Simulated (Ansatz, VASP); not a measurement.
**HgS in VASP and in Ansatz**

The input INCAR:

```
PREC = Accurate ; ENCUT = 520
EDIFF = 1E-6 ; ISMEAR = 0
SIGMA = 0.1 ; LREAL = False
LASPH = True ; NELM = 100
ALGO = Normal ; ISIF = 2
LWAVE = False ; LCHARG = True
GGA = PS ; LELF = True
LVHAR = True ; NBANDS = 16
```

Contents of KPOINTS:

```
regular mesh
0
Gamma
  14 14 14
```

The input POSCAR:

```
HgS
1.0
    0.0000000000      2.7120930300      2.7120930300
    2.7120930300      0.0000000000      2.7120930300
    2.7120930300      2.7120930300      0.0000000000
Hg S
1 1
Direct
    0.0000000000      0.0000000000      0.0000000000
    0.7500000000      0.7500000000      0.7500000000
```

Input for Ansatz:

```yaml
crystal:
  lattice:
    - [0.0, 2.71209303, 2.71209303]
    - [2.71209303, 0.0, 2.71209303]
    - [2.71209303, 2.71209303, 0.0]
  atoms:
    - { symbol: Hg, position: [0.0, 0.0, 0.0] }
    - { symbol: S, position: [0.75, 0.75, 0.75] }
basis:
  ecutwfc: 420
kpoints:
  mp_grid: { grid: [14, 14, 14] }
hamiltonian:
  xc: pbesol
scf:
  occupations: { method: gaussian, width: 0.1 }
output:
  forces: true
  stress: true
  eigenvalues: true
  populations: true
```

Alike in both runs: task single point; functional PBEsol; k mesh 14 × 14 × 14; occupations gaussian, width 0.1 eV; no spin polarisation.

|  | VASP | Ansatz |
| --- | --- | --- |
| version | VASP 6.6.1 | Ansatz 0.2.0 |
| potentials or method | VASP PAW PBE potentials, release 64 (Hg, S) | scalar-relativistic, plane waves, PAW |
| plane-wave cutoff (eV) | 520 | 420 |
| valence electrons in the cell | 18 | 26 |

|  | VASP | Ansatz | Ansatz less VASP |
| --- | --- | --- | --- |
| gap on the k mesh at the Fermi level (eV) | none | none | - |
| pressure (GPa) | 27.1 | 26.0 | -1.10 |

A gap of «none» marks a metal or a gap that the smearing closes. The two sets of potentials don't hold the same shells in valence.

Caveats: so large a pressure means that the cell lies far from this level's equilibrium, or that cutoff or potentials fall short (VASP); the potentials were made for another functional, which shifts forces and pressure (VASP). The runs have no spin-orbit coupling, so splittings on Hg are missing.
